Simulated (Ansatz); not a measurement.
Runs of Ansatz 0.2.0 on Ni. Symmetry: Fm-3m, No. 225, cubic system. Conventional cell: a = 3.475 Å, b = 3.475 Å, c = 3.475 Å, α = 90.00°, β = 90.00°, γ = 90.00°. Ni (site symmetry m-3m) is surrounded by 12 Ni at 2.46 Å. 

```tsv
task	level	k mesh	smearing	atoms under strain	q mesh	points for each segment of the path	mesh quality	gap on the mesh (eV)	pressure (GPa)	moment (μB)
single point	PBEsol0	7 × 7 × 7	fermi-dirac 0.05 eV	-	-	-	coarse	none	-1.7	0.99
elastic constants	PBEsol	10 × 10 × 10	fermi-dirac 0.05 eV	relaxed	-	-	not flagged	none	-1.7	(a)
phonons	LDA	10 × 10 × 10	fermi-dirac 0.05 eV	-	2 × 2 × 2	8	not flagged	none	-	0.70
single point	RPBE	13 × 13 × 13	gaussian 0.05 eV	-	-	-	not flagged	none	(b)	0.64
single point	RPBE	13 × 13 × 13	gaussian 0.02 eV	-	-	-	not flagged	none	13.9	0.64
```

Alike in all rows: potentials or basis Ansatz PAW; spin collinear, ferromagnetic start; cell as given; cutoff (eV) 420.

Question: Estimate the missing entries.

Answer: (a) 0.72; (b) 13.8.

Caveats: some runs use coarse meshes; the PAW data sets come from PBE, with cores solved anew for the run's functional, which leaves a small shift of forces and pressure; the magnetic or orbital state may not be the lowest (some runs); the thresholds are loose for stress (some runs); elastic constants of metals need much finer meshes, so these are rough (some runs).

A gap of «none» marks a metal or a gap under the smearing width.

Runs at the PBE level aren't shown here.
